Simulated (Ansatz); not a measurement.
# Ligand exchange: Si(CH3)(SiH3)2F + C3H5F → Si(SiH3)2F2 + C4H8

Gas-phase species: Si(CH3)(SiH3)2F, singlet; C3H5F `C=CCF`, singlet; Si(SiH3)2F2, singlet; C4H8 (1-butene) `C=CCC`, singlet. The partners trade CH3 for F: Si–CH3 and C–F bonds give way to Si–F and C–CH3.

Shapes, held fixed at every level: PBE0-D4/def2-TZVP. Flexible molecules stand in one conformer, not always the lowest. Programs: Ansatz 0.2.0. Electronic energies: no zero-point or thermal term.

| level | kind | ΔE (kJ/mol) | less CCSD(T)/CBS estimate |
| --- | --- | --- | --- |
| HF/def2-TZVPP | Hartree–Fock | -183.8 | -2.8 |
| PBE-D4/def2-TZVPP | GGA | -163.4 | +17.6 |
| B3LYP-D4/def2-TZVPP | global hybrid | -172.7 | +8.3 |
| wB97M-V/def2-TZVPP | range-separated hybrid | -173.5 | +7.5 |
| wB97X-V/def2-TZVPP | range-separated hybrid | -172.0 | +9.0 |
| B2PLYP/def2-TZVPP | double hybrid | -179.3 | +1.7 |
| CCSD(T)/def2-TZVPP | coupled cluster or CI | -177.8 | +3.2 |
| CCSD(T)/CBS estimate | coupled cluster or CI | -181.0 | 0.0 |

The highest level, CCSD(T)/CBS estimate, gives ΔE = -181.0 kJ/mol; the levels span -183.8 to -163.4. The column of differences is taken from that level and isn't an error. No measured value is set beside it here. The CBS estimate extrapolates MP2 from def2-TZVPP and def2-QZVPP and adds CCSD(T) − MP2 in the triple-zeta set, cores frozen.

The exchange is strongly exothermic at every level, with a best estimate of -181.0 kJ/mol, so its direction doesn't depend on the treatment of correlation. The driving force is fluorine's preference for silicon over carbon: the electropositive silicon centre forms a very strong, highly polar Si–F bond, reinforced by donation from the fluorine lone pairs into σ* orbitals at silicon. Placing a second fluorine on the same silicon probably adds some geminal stabilisation, though the total reaction energy can't isolate that share.

Because the number and broad type of bonds are conserved, much of the correlation energy cancels, which explains why Hartree–Fock does so well. Its closeness to the reference is still partly fortuitous, since in the same basis CCSD(T) makes the reaction less exothermic, while extrapolation shifts it back the other way. PBE-D4 gives the weakest driving force and the hybrids lie between it and the reference, perhaps reflecting how semilocal exchange balances the polar Si–F and C–F bonds. A large driving force says nothing about the barrier to direct exchange.
